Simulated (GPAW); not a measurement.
The system is Cu.

```
Cu
1.0
     0.00000    1.80750    1.80750
     1.80750    0.00000    1.80750
     1.80750    1.80750    0.00000
Cu
1
Direct
  0.00000 0.00000 0.00000
```

```yaml
Program: GPAW 26.7.0
Task: single point
Functional: PBE
Potentials_or_basis: GPAW PAW data sets (gpaw-data 1.2.1)
Cutoff: 600 eV
Basis: pw
k_mesh: 13 × 13 × 13
Occupations: fermi-dirac, width 0.05 eV
Spin: no spin polarisation
```

On this cell: pressure 3.1 GPa; band gap on the k mesh none (metal or under the smearing width).

The same run follows on a disturbed copy (cell strained at random at fixed volume):

```
Cu
1.0
    -0.00858    1.79575    1.80169
     1.82295   -0.02405    1.81716
     1.79533    1.78360    0.00357
Cu
1
Direct
  0.00146 0.97571 0.02932
```

Task: What changes?

Result: The energy (extrapolated to zero smearing) moves by +1.6 meV/atom; pressure 3.1 GPa; band gap on the k mesh none (metal or under the smearing width).

Stress tensor (GPa, compression positive):
```
 3.06  1.61 -0.80
 1.61  3.38  0.57
-0.80  0.57  2.95
```

Caveats: with this Cu data set, volumes or pressures lay over 1.5 % or 2 GPa off other programs in two to four cells of ten.
